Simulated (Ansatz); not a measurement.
Write the native input for Ansatz 0.2.0 that does the following.

| Item | Value |
| --- | --- |
| Task | relaxation of cell and atoms |
| Functional | r2SCAN |
| Potentials or basis | Ansatz PAW |
| Cutoff | 500 eV (not typed: the program's choice for these potentials) |
| k mesh | 11 × 11 × 11 |
| Occupations | fermi-dirac, width 0.05 eV |
| Spin | no spin polarisation |
| Target pressure | 2 GPa |
| Target pressure (GPa) | 2 |

Crystal: Li.

```xyz
1
Lattice="-1.7547 1.7547 1.7547 1.7547 -1.7547 1.7547 1.7547 1.7547 -1.7547" Properties=species:S:1:pos:R:3 pbc="T T T"
Li    0.0000    0.0000    0.0000
```

One way to write it, as run:

input.yaml

```yaml
crystal:
  lattice:
    - [-1.75465, 1.75465, 1.75465]
    - [1.75465, -1.75465, 1.75465]
    - [1.75465, 1.75465, -1.75465]
  atoms:
    - { symbol: Li, position: [0.0, 0.0, 0.0] }
hamiltonian:
  xc: r2scan
  pseudopotentials: { kind: paw }
kpoints:
  mp_grid: { grid: [11, 11, 11] }
scf:
  occupations: { method: fermi_dirac, width: 0.05 }
output:
  forces: true
  stress: true
  eigenvalues: true
  write_density: true
  write_potential: true
  elf: true
  volumetric_format: npy
relax:
  f_tol: 0.01
  max_steps: 40
  cell: { stress_tol: 0.05, p_target: 2.0 }
```

Potentials or basis: Ansatz PAW.

Run with:

```sh
$ ansatz run input.yaml --threads 2 --pin off --max-ram 5632MiB --backend cpu --events-out ev --progress --plain --runs-dir out
```

Results of the run:

* Relaxed volume: 18.56 Å³/atom
* Relaxed cell: a = 2.889 Å, b = 2.889 Å, c = 2.889 Å, α = 109.47°, β = 109.47°, γ = 109.47°
* Space group after relaxing (to 0.05 Å): Im-3m (No. 229)
* Energy change on relaxing (the enthalpy is what falls): +13.1 meV/atom
* Ionic steps: 5
* Pressure after relaxing: 2.0 GPa
* Band gap on the k mesh: none (metal or under the smearing width)

Caveat: the plane-wave basis is chosen anew once the cell has moved, so the energies of steps on either side of that aren't comparable; the PAW data sets were made with another functional, which shifts forces and pressure a little.

Wall time 3.8 s on 2 threads of Arm Neoverse V1 (shared host), peak memory 0.28 GiB.
